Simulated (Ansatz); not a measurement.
InAs:

```
In As
1.0
     4.73122    0.00000    0.00000
    -2.36561    4.09736    0.00000
     0.00000    0.00000    2.91089
In As
1 1
Direct
  0.00000 0.00000 0.00000
  0.66667 0.33333 0.00000
```

The cell was built by a generator and needn't be a form met in nature.

| Property | Result |
| --- | --- |
| Program | Ansatz 0.2.0 |
| Task | relaxation of cell and atoms |
| Functional | HF |
| Potentials or basis | Ansatz PAW |
| Cutoff | 420 eV (not typed: the program's choice for these potentials) |
| k mesh | 4 × 4 × 5 |
| Occupations | fermi-dirac, width 0.05 eV |
| Spin | no spin polarisation |

At the start: volume 28.21 Å³/atom.

Task: Where does the relaxation end?

Result: It ends after 5 steps and the volume is 30.29 Å³/atom (+7.4 %); space group P-6m2 (No. 187, to 0.05 Å).

The path:
```tsv
step	energy change (eV)	largest force (eV/Å)	volume (Å³)
1	0.0000	0.0000	56.43
2	-0.0333	0.0000	63.48
3	-0.0548	0.0000	60.91
4	-0.0553	0.0000	60.58
5	-0.0570	0.0000	60.58
```

Final structure:
```xyz
2
Lattice="4.8730 0.0000 0.0000 -2.4365 4.2202 0.0000 0.0000 0.0000 2.9460" Properties=species:S:1:pos:R:3 pbc="T T T"
In    0.0000    0.0000    0.0000
As    2.4365    1.4067    0.0000
```

Caveat: the k mesh is coarse (spacing up to 0.43 Å⁻¹), so the values aren't converged, least of all with exact exchange; the plane-wave basis is chosen anew once the cell has moved, so the energies of steps on either side of that aren't comparable; the PAW data sets come from PBE, with cores solved anew for the run's functional, which leaves a small shift of forces and pressure.
